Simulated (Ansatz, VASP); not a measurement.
**Nb: VASP beside Ansatz**

```xyz
1
Lattice="0.0000 2.1220 2.1220 2.1220 0.0000 2.1220 2.1220 2.1220 0.0000" Properties=species:S:1:pos:R:3 pbc="T T T"
Nb    0.0000    0.0000    0.0000
```

Change from the starting cell: volume scaled by 1.01, crystal datasets.

Alike in both runs: task electric field gradients; functional PBEsol; k mesh 13 × 13 × 13; occupations fermi-dirac, width 0.08 eV; no spin polarisation.

|  | VASP | Ansatz |
| --- | --- | --- |
| version | VASP 6.6.1 | Ansatz 0.2.0 |
| potentials or method | VASP PAW PBE potentials, release 64 (Nb_sv), cutoff 520 eV | all-electron PAW with datasets made for the crystal, scalar-relativistic |

```tsv
	VASP	Ansatz	Ansatz less VASP
pressure (GPa)	-8.4	-8.1	+0.26
Vzz of the field gradient on the site that differs most (V/Å²)	0.0	0.0	0.00
```

Ansatz ran all-electron here, so the differences hold the error of VASP's frozen core and of both bases. Ansatz warned: «gradients_without_spin_orbit».

Caveats: the PAW data sets were made with another functional, which shifts forces and pressure a little (VASP).
